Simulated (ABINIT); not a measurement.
# BN (F-43m) in ABINIT: convergence with cutoff

Aim: find how far cutoff must go before the results for BN settle, at LDA. This setting moves, with any that are tied to it; all else stays.

Program: ABINIT 10.8.3 (patched build). These are calculated values, not measurements. Logs are shortened: lines on timing, memory, paths and dates and some standing lists are left out, and cuts for length are marked. The log counts tension as positive stress, the text compression.

## Step 1: The structure

Symmetry: F-43m, No. 216, cubic system. The conventional cell has a = 3.626 Å, b = 3.626 Å, c = 3.626 Å, α = 90.00°, β = 90.00°, γ = 90.00°. Around N (site symmetry -43m) lie 4 B at 1.57 Å. B (site symmetry -43m) is surrounded by 4 N at 1.57 Å.

The cell is a database's computed one.

## Step 2: With cutoff 10.5 Ha

run.abi

```
# Pseudopotentials
pp_dirpath "./"
pseudos "N.LDA_PW-JTH.xml, B.LDA_PW-JTH.xml"

# Structure
acell 3*1.0 Angstrom
rprim
     0.0000000000     1.8130010000     1.8130010000
     1.8130010000     0.0000000000     1.8130010000
     1.8130010000     1.8130010000     0.0000000000
ntypat 2
znucl 7 5
natom 2
typat 1 2
xred
     0.2500000000     0.2500000000     0.2500000000
     0.0000000000     0.0000000000     0.0000000000

# Plane-wave basis
ecut 10.5
pawecutdg 63.6

# k points
kptopt 1
ngkpt 13 13 13
nshiftk 1
shiftk 0.0 0.0 0.0

# Exchange and correlation
ixc 7

# Bands and occupations
nband 8
occopt 6
tsmear 0.1 eV

# SCF cycle
nstep 100
tolvrs 1.0e-9

# Output
iomode 3
prtwf 0
prtden 0
prteig 0
prtebands 0
```

Potentials or basis: JTH PAW LDA v2.0.

Started as:

```
$ abinit run.abi > log 2>&1
```

run.abo:

```text
.Version 10.8.3 of ABINIT
 Symmetries : space group F-4 3 m (#216); Bravais cF (face-center cubic)
================================================================================
 Values of the parameters that define the memory need of the present run
     intxc =       0    ionmov =       0      iscf =      17    lmnmax =       8
     lnmax =       4     mgfft =      16  mpssoang =       2    mqgrid =    3001
     natom =       2  nloc_mem =       2    nspden =       1   nspinor =       1
    nsppol =       1      nsym =      24    n1xccc =       1    ntypat =       2
    occopt =       6   xclevel =       1
       mpw =         138          nfft =        4096          nkpt =          84
 PAW method is used; the additional fine FFT grid is defined by:
   mgfftf=        36    nfftf =     46656
================================================================================
================================================================================

--------------------------------------------------------------------------------
------------- Echo of variables that govern the present computation ------------
--------------------------------------------------------------------------------
 -outvars: echo values of preprocessed input variables --------
            acell      1.8897261259E+00  1.8897261259E+00  1.8897261259E+00 Bohr
              amu      1.40067400E+01  1.08110000E+01
             ecut      1.05000000E+01 Hartree
                       outvar_i_n : Printing only first  50 k-points.
              ixc           7
                       outvar_i_n : Printing only first  50 k-points.
         kptrlatt       13    0    0      0   13    0      0    0   13
          kptrlen      6.29876290E+01
            natom           2
            nband           8
            ngfft          16      16      16
          ngfftdg          36      36      36
             nkpt          84
            nstep         100
             nsym          24
           ntypat           2
                       prtocc : prtvol=0, do not print more k-points.
           occopt           6
        pawecutdg      6.36000000E+01 Hartree
           prtden           0
        prtebands           0
           prteig           0
            prtwf           0
            rprim      0.0000000000E+00  1.8130010000E+00  1.8130010000E+00
                       1.8130010000E+00  0.0000000000E+00  1.8130010000E+00
                       1.8130010000E+00  1.8130010000E+00  0.0000000000E+00
          spgroup         216
           tolvrs      1.00000000E-09
           tsmear      3.67493222E-03 Hartree
            typat      1  2
           useylm           1
                       outvars : Printing only first  50 k-points.
           xangst      9.0650050000E-01  9.0650050000E-01  9.0650050000E-01
                       0.0000000000E+00  0.0000000000E+00  0.0000000000E+00
            xcart      1.7130376780E+00  1.7130376780E+00  1.7130376780E+00
                       0.0000000000E+00  0.0000000000E+00  0.0000000000E+00
             xred      2.5000000000E-01  2.5000000000E-01  2.5000000000E-01
                       0.0000000000E+00  0.0000000000E+00  0.0000000000E+00
            znucl        7.00000    5.00000

================================================================================
[... 127 lines left out ...]
 reduced coordinates (array xred) for    2 atoms
       0.250000000000      0.250000000000      0.250000000000
       0.000000000000      0.000000000000      0.000000000000
 rms dE/dt=  4.5052E-29; max dE/dt=  1.0097E-28; dE/dt below (all hartree)
    1       0.000000000000     -0.000000000000      0.000000000000
    2       0.000000000000      0.000000000000     -0.000000000000

 cartesian coordinates (angstrom) at end:
    1      0.90650050000000     0.90650050000000     0.90650050000000
    2      0.00000000000000     0.00000000000000     0.00000000000000

 cartesian forces (hartree/bohr) at end:
    1     -0.00000000000000    -0.00000000000000     0.00000000000000
    2      0.00000000000000     0.00000000000000    -0.00000000000000
 frms,max,avg= 8.8268851E-30 1.1052099E-29   0.000E+00  0.000E+00  0.000E+00 h/b

 cartesian forces (eV/Angstrom) at end:
    1     -0.00000000000000    -0.00000000000000     0.00000000000000
    2      0.00000000000000     0.00000000000000    -0.00000000000000
 frms,max,avg= 4.5389668E-28 5.6832177E-28   0.000E+00  0.000E+00  0.000E+00 e/A
 length scales=  1.889726125908  1.889726125908  1.889726125908 bohr
              =  1.000000000000  1.000000000000  1.000000000000 angstroms
 Fermi (or HOMO) energy (hartree) =   0.46559   Average Vxc (hartree)=  -0.48085
 Eigenvalues (hartree) for nkpt=  84  k points:
 kpt#   1, nband=  8, wtk=  0.00046, kpt=  0.0000  0.0000  0.0000 (reduced coord)
  -0.43683    0.31606    0.31606    0.31606    0.63154    0.63154    0.63154    0.66951
      occupation numbers for kpt#   1
   2.00000    2.00000    2.00000    2.00000    0.00000    0.00000    0.00000    0.00000
 prteigrs : prtvol=0 or 1, do not print more k-points.

--- !EnergyTerms
iteration_state     : {dtset: 1, }
comment             : Components of total free energy in Hartree
kinetic             :  7.69925066539900E+00
hartree             :  1.68519758032427E+00
xc                  : -3.89160630705030E+00
Ewald energy        : -1.31304313918359E+01
psp_core            :  7.03456956240618E-01
local_psp           : -7.34784393017840E+00
PAW spherical_terms :  1.38932137056100E+00
internal            : -1.28926550565397E+01
'-kT*entropy'       :  5.81891187445948E-07
total_energy        : -1.28926544746485E+01
total_energy_eV     : -3.50827000645636E+02
...

--- !EnergyTermsDC
iteration_state     : {dtset: 1, }
comment             : '"Double-counting" decomposition of free energy'
band_energy         :  1.72284512812696E-01
Ewald energy        : -1.31304313918359E+01
psp_core            :  7.03456956240618E-01
xc_dc               : -8.75366991938361E-01
PAW spherical_terms :  2.37399596962296E-01
internal            : -1.28926573177587E+01
'-kT*entropy'       :  5.81891187445948E-07
total_energy_dc     : -1.28926567358675E+01
total_energy_dc_eV  : -3.50827062176539E+02
...

--- !EnergyTermsWithPAWCore
iteration_state     : {dtset: 1, }
comment             : 'Components of total free energy, including PAW core contributions'
Total energy        : -7.89958100551346E+01
Total energy DC     : -7.89958123163536E+01
Total energy (eV)   : -2.14958549922442E+03
Total energy DC (eV): -2.14958556075532E+03
...

 Cartesian components of stress tensor (hartree/bohr^3)
  sigma(1 1)=  3.67350196E-03  sigma(3 2)=  0.00000000E+00
  sigma(2 2)=  3.67350196E-03  sigma(3 1)=  0.00000000E+00
  sigma(3 3)=  3.67350196E-03  sigma(2 1)=  0.00000000E+00

-Cartesian components of stress tensor (GPa)         [Pressure= -1.0808E+02 GPa]
- sigma(1 1)=  1.08078159E+02  sigma(3 2)=  0.00000000E+00
- sigma(2 2)=  1.08078159E+02  sigma(3 1)=  0.00000000E+00
- sigma(3 3)=  1.08078159E+02  sigma(2 1)=  0.00000000E+00

== END DATASET(S) ==============================================================
================================================================================

 -outvars: echo values of variables after computation  --------
            acell      1.8897261259E+00  1.8897261259E+00  1.8897261259E+00 Bohr
           etotal     -1.2892656736E+01
            fcart     -6.1400549083E-30 -1.1052098835E-29  8.5960768717E-30
                       6.1400549083E-30  1.1052098835E-29 -8.5960768717E-30
            rprim      0.0000000000E+00  1.8130010000E+00  1.8130010000E+00
                       1.8130010000E+00  0.0000000000E+00  1.8130010000E+00
                       1.8130010000E+00  1.8130010000E+00  0.0000000000E+00
           strten      3.6735019637E-03  3.6735019637E-03  3.6735019637E-03
                       0.0000000000E+00  0.0000000000E+00  0.0000000000E+00
           xangst      9.0650050000E-01  9.0650050000E-01  9.0650050000E-01
                       0.0000000000E+00  0.0000000000E+00  0.0000000000E+00
             xred      2.5000000000E-01  2.5000000000E-01  2.5000000000E-01
                       0.0000000000E+00  0.0000000000E+00  0.0000000000E+00
 Calculation completed.
```

It took 3.4 s on 1 thread of Arm Neoverse V1, shared host; peak memory 0.06 GiB.

What came out:

```
Free energy                                           : -350.8271 eV
Band gap on the k mesh                                : 4.15 eV, indirect (least direct gap 8.58 eV)
Valence electrons inside the program's atomic spheres : N 2.59; B 2.08
```

## Step 3: With cutoff 13 Ha

run.abi, as its differences from that of step 2:

```diff
@@ -19,3 +19,3 @@
 # Plane-wave basis
-ecut 10.5
+ecut 13.0
 pawecutdg 63.6
```

Potentials or basis: JTH PAW LDA v2.0.

Started as:

```
$ abinit run.abi > log 2>&1
```

Run time: 3.7 s. Hardware: 1 thread of Arm Neoverse V1, shared host; peak memory 0.06 GiB.

Results (log left out):

| Item | Value |
| --- | --- |
| Free energy | -352.6555 eV |
| Band gap on the k mesh | 4.24 eV, indirect (least direct gap 8.56 eV) |
| Valence electrons inside the program's atomic spheres | N 2.64; B 2.07 |

## Step 4: With cutoff 15.5 Ha

run.abi, as its differences from that of step 3:

```diff
@@ -19,3 +19,3 @@
 # Plane-wave basis
-ecut 13.0
+ecut 15.5
 pawecutdg 63.6
```

Started as:

```
$ abinit run.abi > log 2>&1
```

It took 4.9 s on 1 thread of Arm Neoverse V1, shared host; peak memory 0.07 GiB.

The run converged. Its results:

```
Free energy                                           : -353.5875 eV
Band gap on the k mesh                                : 4.43 eV, indirect (least direct gap 8.67 eV)
Valence electrons inside the program's atomic spheres : N 2.66; B 2.06
```

## Step 5: With cutoff 18 Ha

run.abi, as its differences from that of step 4:

```diff
@@ -19,3 +19,3 @@
 # Plane-wave basis
-ecut 15.5
+ecut 18.0
 pawecutdg 63.6
```

Started as:

```
$ abinit run.abi > log 2>&1
```

Wall time 5.3 s (1 thread of Arm Neoverse V1, shared host); peak memory 0.07 GiB.

Results (log left out):

* Free energy: -353.9671 eV
* Band gap on the k mesh: 4.39 eV, indirect (least direct gap 8.62 eV)
* Valence electrons inside the program's atomic spheres: N 2.66; B 2.06

## Step 6: With cutoff 22 Ha

run.abi, as its differences from that of step 5:

```diff
@@ -19,3 +19,3 @@
 # Plane-wave basis
-ecut 18.0
+ecut 22.0
 pawecutdg 63.6
```

Potentials or basis: JTH PAW LDA v2.0.

Started as:

```
$ abinit run.abi > log 2>&1
```

Run time: 9.6 s. Hardware: 1 thread of Arm Neoverse V1, shared host; peak memory 0.07 GiB.

The run converged. Its results:

```yaml
Free_energy: -354.1414 eV
Band_gap_on_the_k_mesh: 4.41 eV, indirect (least direct gap 8.63 eV)
Valence_electrons_inside_the_program's_atomic_spheres: N 2.66; B 2.06
```

## Step 7: With cutoff 26 Ha

run.abi, as its differences from that of step 6:

```diff
@@ -19,3 +19,3 @@
 # Plane-wave basis
-ecut 22.0
+ecut 26.0
 pawecutdg 63.6
```

Started as:

```
$ abinit run.abi > log 2>&1
```

Run time: 9.7 s. Hardware: 1 thread of Arm Neoverse V1, shared host; peak memory 0.08 GiB.

It converged, with:

```yaml
Free_energy: -354.1672 eV
Pressure: -14.3 GPa
Band_gap_on_the_k_mesh: 4.41 eV, indirect (least direct gap 8.63 eV)
Valence_electrons_inside_the_program's_atomic_spheres: N 2.66; B 2.06
```

## Step 8: With cutoff 30 Ha

run.abi, as its differences from that of step 7:

```diff
@@ -19,3 +19,3 @@
 # Plane-wave basis
-ecut 26.0
+ecut 30.0
 pawecutdg 63.6
```

Started as:

```
$ abinit run.abi > log 2>&1
```

Wall time 10 s (1 thread of Arm Neoverse V1, shared host); peak memory 0.08 GiB.

Results (log left out):

```
Free energy                                           : -354.1684 eV
Pressure                                              : -14.3 GPa
Band gap on the k mesh                                : 4.41 eV, indirect (least direct gap 8.63 eV)
Valence electrons inside the program's atomic spheres : N 2.66; B 2.06
```

## Step 9: With cutoff 35 Ha

run.abi, as its differences from that of step 8:

```diff
@@ -19,3 +19,3 @@
 # Plane-wave basis
-ecut 30.0
+ecut 35.0
 pawecutdg 63.6
```

Potentials or basis: JTH PAW LDA v2.0.

Started as:

```
$ abinit run.abi > log 2>&1
```

Run time: 14 s. Hardware: 1 thread of Arm Neoverse V1, shared host; peak memory 0.07 GiB.

It converged, with:

```yaml
Free_energy: -354.1739 eV
Pressure: -14.7 GPa
Band_gap_on_the_k_mesh: 4.41 eV, indirect (least direct gap 8.63 eV)
Valence_electrons_inside_the_program's_atomic_spheres: N 2.66; B 2.06
```

## Step 10: With cutoff 41.5 Ha

run.abi, as its differences from that of step 9:

```diff
@@ -19,3 +19,3 @@
 # Plane-wave basis
-ecut 35.0
+ecut 41.5
 pawecutdg 63.6
```

Started as:

```
$ abinit run.abi > log 2>&1
```

It took 19 s on 1 thread of Arm Neoverse V1, shared host; peak memory 0.09 GiB.

Results (log left out):

```
Free energy                                           : -354.1821 eV
Pressure                                              : -14.6 GPa
Band gap on the k mesh                                : 4.41 eV, indirect (least direct gap 8.63 eV)
Valence electrons inside the program's atomic spheres : N 2.66; B 2.06
```

## Step 11: Result

```tsv
cutoff	energy less the tightest run (meV/atom)	gap on the mesh (eV)	SCF cycles	CPU time (s)	peak memory (GiB)
10.5 Ha	1677.53	4.153	10	3.4	0.06
13 Ha	763.29	4.236	10	3.6	0.06
15.5 Ha	297.33	4.426	10	4.9	0.07
18 Ha	107.51	4.391	9	5.3	0.07
22 Ha	20.38	4.413	11	9.6	0.07
26 Ha	7.45	4.411	10	9.6	0.08
30 Ha	6.86	4.411	10	10	0.08
35 Ha	4.11	4.413	10	14	0.07
41.5 Ha	0.00	4.413	10	19	0.09
```

Against the tightest run, the gap on the mesh stays within 0.01 eV from 22 Ha on. Not settled before the last step: the energy (to 1 meV/atom). The tightest run that finished is the yardstick and may itself not be fully converged.

Caveats: an odd mesh through Γ misses points on the zone boundary, where band edges often lie.
